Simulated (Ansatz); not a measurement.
# Ir (P6_3/mmc) in Ansatz: convergence with k mesh

Aim: find how far k mesh must go before the results for Ir settle, at PBE. This setting moves, with any that are tied to it; all else stays.

All numbers are computed with Ansatz 0.2.0; they aren't measurements. Logs are shortened: lines on timing, memory, paths and dates and some standing lists are left out, and cuts for length are marked.

### 1 The structure

It takes space group P6_3/mmc (No. 194, hexagonal). Conventional cell: a = 2.751 Å, b = 2.751 Å, c = 4.462 Å, α = 90.00°, β = 90.00°, γ = 120.00°. Around Ir (site symmetry -6m2) lie 12 Ir at 2.74 to 2.75 Å.

This isn't the form of Ir at room conditions, which is fcc.

### 2 With k mesh 3 × 3 × 2

The input, input.yaml:

```yaml
crystal:
  lattice:
    - [2.7513778946, 0.0, 0.0]
    - [-1.3756889473, 2.3827631521, 0.0]
    - [0.0, 0.0, 4.46229]
  atoms:
    - { symbol: Ir, position: [0.3333333333, 0.6666666667, 0.25] }
    - { symbol: Ir, position: [0.6666666667, 0.3333333333, 0.75] }
hamiltonian:
  xc: pbe
  pseudopotentials: { kind: nc, accuracy: standard }
kpoints:
  mp_grid: { grid: [3, 3, 2] }
scf:
  occupations: { method: fermi_dirac, width: 0.05 }
output:
  forces: true
  stress: true
  eigenvalues: true
```

Potentials or basis: PseudoDojo standard (PBE files).

The run is started by

```sh
> ansatz run input.yaml --threads 2 --pin off --max-ram 5632MiB --backend cpu --events-out ev --progress --plain --runs-dir out
```

It took 0.34 s on 2 threads of Arm Neoverse V2, shared host; peak memory 0.26 GiB.

Results:

* Free energy: -6265.9610 eV
* Pressure: 8.5 GPa
* Band gap on the k mesh: none (metal or under the smearing width)

### 3 With k mesh 4 × 4 × 3

input.yaml: that of step 2 with these lines changed.

```diff
@@ -12,3 +12,3 @@
 kpoints:
-  mp_grid: { grid: [3, 3, 2] }
+  mp_grid: { grid: [4, 4, 3] }
 scf:
```

Potentials or basis: PseudoDojo standard (PBE files).

The run is started by

```sh
> ansatz run input.yaml --threads 2 --pin off --max-ram 5632MiB --backend cpu --events-out ev --progress --plain --runs-dir out
```

Wall time 0.44 s (2 threads of Arm Neoverse V2, shared host); peak memory 0.26 GiB.

Results:

```yaml
Free_energy: -6267.5663 eV
Pressure: -5.8 GPa
Band_gap_on_the_k_mesh: none (metal or under the smearing width)
```

### 4 With k mesh 5 × 5 × 3

input.yaml: that of step 3 with these lines changed.

```diff
@@ -12,3 +12,3 @@
 kpoints:
-  mp_grid: { grid: [4, 4, 3] }
+  mp_grid: { grid: [5, 5, 3] }
 scf:
```

The run is started by

```sh
> ansatz run input.yaml --threads 2 --pin off --max-ram 5632MiB --backend cpu --events-out ev --progress --plain --runs-dir out
```

Run time: 0.44 s. Hardware: 2 threads of Arm Neoverse V2, shared host; peak memory 0.27 GiB.

Results:

| Item | Value |
| --- | --- |
| Free energy | -6267.0011 eV |
| Pressure | -0.9 GPa |
| Band gap on the k mesh | none (metal or under the smearing width) |

### 5 With k mesh 6 × 6 × 4

input.yaml: that of step 4 with these lines changed.

```diff
@@ -12,3 +12,3 @@
 kpoints:
-  mp_grid: { grid: [5, 5, 3] }
+  mp_grid: { grid: [6, 6, 4] }
 scf:
```

The run is started by

```sh
> ansatz run input.yaml --threads 2 --pin off --max-ram 5632MiB --backend cpu --events-out ev --progress --plain --runs-dir out
```

Wall time 0.77 s (2 threads of Arm Neoverse V2, shared host); peak memory 0.29 GiB.

What came out:

| Property | Result |
| --- | --- |
| Free energy | -6267.1382 eV |
| Pressure | -2.2 GPa |
| Band gap on the k mesh | none (metal or under the smearing width) |

### 6 With k mesh 8 × 8 × 5

input.yaml: that of step 5 with these lines changed.

```diff
@@ -12,3 +12,3 @@
 kpoints:
-  mp_grid: { grid: [6, 6, 4] }
+  mp_grid: { grid: [8, 8, 5] }
 scf:
```

Potentials or basis: PseudoDojo standard (PBE files).

The run is started by

```sh
> ansatz run input.yaml --threads 2 --pin off --max-ram 5632MiB --backend cpu --events-out ev --progress --plain --runs-dir out
```

Wall time 1.1 s (2 threads of Arm Neoverse V2, shared host); peak memory 0.3 GiB.

Results (log left out):

| Quantity | Value |
| --- | --- |
| Free energy | -6267.0797 eV |
| Pressure | -1.2 GPa |
| Band gap on the k mesh | none (metal or under the smearing width) |

### 7 With k mesh 10 × 10 × 6

input.yaml: that of step 6 with these lines changed.

```diff
@@ -12,3 +12,3 @@
 kpoints:
-  mp_grid: { grid: [8, 8, 5] }
+  mp_grid: { grid: [10, 10, 6] }
 scf:
```

The run is started by

```sh
> ansatz run input.yaml --threads 2 --pin off --max-ram 5632MiB --backend cpu --events-out ev --progress --plain --runs-dir out
```

Wall time 1.8 s (2 threads of Arm Neoverse V2, shared host); peak memory 0.33 GiB.

It converged, with:

* Free energy: -6267.1572 eV
* Pressure: -2.0 GPa
* Band gap on the k mesh: none (metal or under the smearing width)

### 8 With k mesh 12 × 12 × 7

input.yaml: that of step 7 with these lines changed.

```diff
@@ -12,3 +12,3 @@
 kpoints:
-  mp_grid: { grid: [10, 10, 6] }
+  mp_grid: { grid: [12, 12, 7] }
 scf:
```

The run is started by

```sh
> ansatz run input.yaml --threads 2 --pin off --max-ram 5632MiB --backend cpu --events-out ev --progress --plain --runs-dir out
```

Run time: 2.8 s. Hardware: 2 threads of Arm Neoverse V2, shared host; peak memory 0.35 GiB.

The run converged. Its results:

```
Free energy            : -6267.1705 eV
Pressure               : -2.3 GPa
Band gap on the k mesh : none (metal or under the smearing width)
```

### 9 With k mesh 15 × 15 × 8

input.yaml: that of step 8 with these lines changed.

```diff
@@ -12,3 +12,3 @@
 kpoints:
-  mp_grid: { grid: [12, 12, 7] }
+  mp_grid: { grid: [15, 15, 8] }
 scf:
```

Potentials or basis: PseudoDojo standard (PBE files).

The run is started by

```sh
> ansatz run input.yaml --threads 2 --pin off --max-ram 5632MiB --backend cpu --events-out ev --progress --plain --runs-dir out
```

Run time: 4.1 s. Hardware: 2 threads of Arm Neoverse V2, shared host; peak memory 0.4 GiB.

It converged, with:

* Free energy: -6267.1635 eV
* Pressure: -2.1 GPa
* Band gap on the k mesh: none (metal or under the smearing width)

### 10 With k mesh 18 × 18 × 10

input.yaml: that of step 9 with these lines changed.

```diff
@@ -12,3 +12,3 @@
 kpoints:
-  mp_grid: { grid: [15, 15, 8] }
+  mp_grid: { grid: [18, 18, 10] }
 scf:
```

Potentials or basis: PseudoDojo standard (PBE files).

The run is started by

```sh
> ansatz run input.yaml --threads 2 --pin off --max-ram 5632MiB --backend cpu --events-out ev --progress --plain --runs-dir out
```

Output:

```text
Warning: RAYON_NUM_THREADS=2 ignored (pool sized by the plan → 2); use --threads N
Engine: ansatz 0.2.0, aarch64-unknown-linux-gnu
Pseudopotentials: kind: nc
Pseudopotential: Ir, nc, valence charge 17, recommended cutoff 925.187132 eV (normal), Ir.nc.azcp (PseudoDojo's, or run here from an input of PseudoDojo's; its table is named by hamiltonian.pseudopotentials.accuracy)
Functional definition: PBE
  parameter kappa = 0.804
  parameter beta = 0.06672455060314922
  exchange = pbe_x(kappa = kappa, mu = beta*pi^2/3)
  correlation = pbe_c(beta = beta)
Crystal: 2 atoms, lattice volume = 29.254 Å³
Basis set: ecut = 925.187132 eV, 1811 PW (Γ), exchange–correlation on 60×60×90 points (8 copies of the dense FFT grid, shifted against one another)
Bands: 21, of which v1, the nominal top of the filled ones, is band 17 counted from 1 (16 counted from 0)
Symmetry: 24 space group operations
Space group: P63/mmc (ITA 194), of the structure as read, at distance tolerance 3.1e-5 Å
k-points: 222 of 3240
Non-local potential: Ir, projectors of the file, l = 0: 2, l = 1: 2, l = 2: 2, l = 3: 2
Initial density: superposition of atomic densities (chi_scale 0.1, normalization cell)
Initial wavefunctions: pseudopotential atomic-orbital guess
Functional: x = pbe(κ = 0.804, μ = 0.2195149727645171), c = pbe(β = 0.06672455060314922)
SCF iter   1: F=—  HF=-6267.283049 eV  |F-HF|=—  |Δ(HF+E_count)|=         —  Δρ=4.00e-2  dr2=4.27e-1  ethr=3.10e-3  ⟨swp⟩=5.3  Hψ=20299  notcnv=0
preconditioner: auto → none  [metal: Δε(μ)=0.006 eV  Ē_g=7.790 eV  σ=0.050 eV  W_gap=0.03  n_scr=8 (ndim 8)  ℏωp=29.1 eV  f_vac=0.000  D(μ)=2.12/eV (n_scr^D=22)  sad-step TF]
SCF iter   2: F=—  HF=-6267.183598 eV  |F-HF|=—  |Δ(HF+E_count)|=   9.95e-2  Δρ=2.06e-2  dr2=9.99e-2  ethr=1.25e-3  ⟨swp⟩=2.5  Hψ=8588  notcnv=0
SCF iter   3: F=—  HF=-6267.161626 eV  |F-HF|=—  |Δ(HF+E_count)|=   2.20e-2  Δρ=2.46e-3  dr2=9.80e-4  ethr=2.94e-4  ⟨swp⟩=2.0  Hψ=7409  notcnv=0
SCF iter   4: F=—  HF=-6267.161512 eV  |F-HF|=—  |Δ(HF+E_count)|=   1.14e-4  Δρ=3.97e-4  dr2=6.95e-6  ethr=2.88e-6  ⟨swp⟩=2.0  Hψ=8067  notcnv=0
SCF iter   5: F=—  HF=-6267.161517 eV  |F-HF|=—  |Δ(HF+E_count)|=   5.41e-6  Δρ=3.33e-5  dr2=1.36e-7  ethr=2.05e-8  ⟨swp⟩=2.3  Hψ=8353  notcnv=0
SCF iter   6: F=-6267.161517 eV  HF=-6267.161517 eV  |F-HF|=2.79e-9  |Δ(HF+E_count)|=   3.34e-8  Δρ=6.24e-6  dr2=4.36e-9  ethr=2.94e-10  ⟨swp⟩=6.3  Hψ=22063  notcnv=0
SCF 1 converged in 6 iterations: F = -6267.161517 eV  dr2 = 4.36e-9
SCF converged after 6 iterations
Free energy (F): -6267.161517 eV
Harris-Foulkes:  -6267.161517 eV  (|F-HF|=2.79e-9)
Internal energy: -6267.142930 eV  (E = F + TS)
E sigma→0 (E₀):  -6267.152224 eV
Entropy (-TS):   -0.018588 eV (-9.294 meV/atom)
Fermi energy:    24.966675 eV
--- Per-component energies (eV) ---
  E_band       = -193.910516
  E_kinetic    = 1747.642361
  E_local      = -3049.107915  (includes V_loc(G=0)·N_el)
  E_nonlocal   = 320.853120
  E_hartree    = 817.109254
  E_xc         = -1189.114770
  E_vxc        = -847.515259  (∫ρ·V_xc dr)
  E_ewald      = -4914.524980
  E_smearing   = -0.018588  (= −TS)
  E_closure    = -0.000000  (closes the sum)
  Σ components = -6267.161517   (vs F -6267.161517, Δ=0.00e0)
--- Forces (eV/Å), atoms counted from 1 ---
  atom   1  Ir     0.00000000    -0.00000000     0.00000000
  atom   2  Ir    -0.00000000     0.00000000     0.00000000
  max |Σ_I F_I| component: 9.25e-18 eV/Å
--- Stress (GPa, compression-positive) ---
       -2.023738      -0.000000       0.000000
       -0.000000      -2.023738       0.000000
        0.000000       0.000000      -2.377542
  P = ⅓ Tr σ = -2.1417 GPa (-21.417 kbar)
--- Band table (eV; the first three rows and the last of 222) ---
  k-point 0: bands = ["-68.0658", "-68.0082", "-25.2149", "-24.5969", "-24.5969", "-24.5060", "-24.4940", "-24.4940", "14.0649", "17.1050", "21.1972", "21.2980", "21.2980", "21.9226", "21.9226", "22.6888", "22.6888", "24.1956", "25.2207", "25.2207", "31.7220"]
  k-point 1: bands = ["-68.0644", "-68.0096", "-25.1981", "-24.5944", "-24.5944", "-24.5240", "-24.4965", "-24.4965", "14.1746", "17.1100", "21.1461", "21.2466", "21.2466", "21.8658", "21.8658", "22.8246", "22.8246", "23.7725", "25.2181", "25.2181", "32.3097"]
  k-point 2: bands = ["-68.0603", "-68.0137", "-25.1495", "-24.5872", "-24.5872", "-24.5761", "-24.5038", "-24.5038", "14.4949", "17.1043", "21.0085", "21.1511", "21.1511", "21.7164", "21.7164", "22.8217", "23.1653", "23.1653", "25.1869", "25.1869", "33.7647"]
  k-point 221: bands = ["-67.9966", "-67.9966", "-25.0600", "-25.0600", "-24.9086", "-24.9086", "-24.6345", "-24.6345", "18.9168", "18.9168", "19.7407", "19.7407", "20.9745", "20.9745", "22.6666", "22.6666", "25.2495", "25.2495", "31.8912", "31.8912", "32.4712"]
```

Run time: 6.7 s. Hardware: 2 threads of Arm Neoverse V2, shared host; peak memory 0.48 GiB.

Results:

| Quantity | Value |
| --- | --- |
| Free energy | -6267.1615 eV |
| Pressure | -2.1 GPa |
| Band gap on the k mesh | none (metal or under the smearing width) |

### 11 The series at a glance

```tsv
k mesh	energy less the tightest run, at zero smearing (meV/atom)	pressure (GPa)	SCF cycles	CPU time (s)	peak memory (GiB)
3 × 3 × 2	606.26	8.54	7	0.59	0.26
4 × 4 × 3	-201.62	-5.83	7	0.79	0.26
5 × 5 × 3	84.65	-0.85	6	0.8	0.27
6 × 6 × 4	11.48	-2.18	6	1.4	0.29
8 × 8 × 5	42.47	-1.20	6	2	0.3
10 × 10 × 6	4.12	-1.96	6	3.5	0.33
12 × 12 × 7	-4.83	-2.25	6	5.4	0.35
15 × 15 × 8	-0.32	-2.12	6	8.1	0.4
18 × 18 × 10	0.00	-2.14	6	13	0.48
```

Against the tightest run, the energy stays within 1 meV/atom from 15 × 15 × 8 on; the pressure stays within 0.1 GPa from 15 × 15 × 8 on. Meshes of other sizes hit other points, so gaps and Fermi surfaces needn't settle smoothly. The tightest run that finished is the yardstick and may itself not be fully converged.
